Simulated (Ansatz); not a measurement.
The system is TePt.

```
Pt Te
1.0
     0.00000    3.24504    3.24504
     3.24504    0.00000    3.24504
     3.24504    3.24504    0.00000
Pt Te
1 1
Cartesian
  0.0000 0.0000 0.0000
  1.6225 1.6225 1.6225
```

Measurements of this composition are mostly on another form, of space group No. 166.

Program: Ansatz 0.2.0. Alike in all runs: task single point; potentials or basis Ansatz PAW; cell as given; k mesh 5 × 5 × 5; smearing gaussian 0.05 eV. Hardware: 2 threads of Arm Neoverse V1, with other jobs on the host.

Order these runs on this cell by their wall time, lowest first.
A. level PBEsol+U; spin collinear, ferromagnetic start; U Pt d U = 7 eV; cutoff (eV) 420
B. level PBEsol+U; spin off; U Pt d U = 6 eV; cutoff (eV) 420
C. level r2SCAN+U; spin collinear, ferromagnetic start; U Pt d U = 5 eV; cutoff (eV) 500

B (2.5 s), A (6.6 s), C (14 s).

Caveats: the U is typed as a test and isn't derived for this compound; the magnetic or orbital state may not be the lowest (some runs); the starting moments weren't kept (some runs); U without spin polarisation on a metal has little footing (some runs).
